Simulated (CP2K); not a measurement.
Runs of CP2K 2026.2 on Pt. The structure is cubic, space group Fm-3m (No. 225). Conventional cell: a = 3.922 Å, b = 3.922 Å, c = 3.922 Å, α = 90.00°, β = 90.00°, γ = 90.00°. Pt (site symmetry m-3m) has 12 Pt at 2.77 Å as nearest neighbours. 

```tsv
task	level	potentials or basis	smearing	EPS_DEFAULT	NGRIDS	potentials	points a segment of the path (NPOINTS)	bands added on the path	gap on the mesh (eV)	pressure (GPa)
single point	PBEsol	POTENTIAL_UZH Pt GTH-PBE-q18; TZVP-MOLOPT-PBE-GTH basis	fermi-dirac 0.05 eV	1.0E-10	5	Pt GTH-PBE-q18 of POTENTIAL_UZH	-	-	none	-0.2
single point	PBE	POTENTIAL_UZH Pt GTH-PBE-q18; TZVP-MOLOPT-PBE-GTH basis	fermi-dirac 0.05 eV	1.0E-10	5	Pt GTH-PBE-q18 of POTENTIAL_UZH	-	-	none	10.2
band structure	PBE	POTENTIAL_UZH Pt GTH-PBE-q18; TZVP-MOLOPT-PBE-GTH basis	fermi-dirac 0.05 eV	1.0E-9	5	Pt GTH-PBE-q18 of POTENTIAL_UZH	10	2	none	10.2
band structure	LDA	GTH_POTENTIALS Pt GTH-PADE-q18; TZVP-MOLOPT-PBE-GTH basis	fermi-dirac 0.01 eV	1.0E-9	4	Pt GTH-PADE-q18 of GTH_POTENTIALS	10	6	none	(a)
```

Alike in all rows: no spin polarisation; cell as given; k mesh 12 × 12 × 12.

Problem. Estimate the missing entries.

Solution. (a) -23.3.

Caveats: the basis of atomic orbitals isn't converged, which shifts pressures, moduli and gaps; the potentials were made for another functional, which shifts forces and pressure (some runs); so large a pressure means that the cell lies far from this level's equilibrium, or that cutoff or potentials fall short (some runs).

A k mesh can miss the band edges, and the runs leave out spin-orbit coupling on Pt.

A gap of «none» marks a metal or a gap under the smearing width.

Not every run made on this cell is shown here.
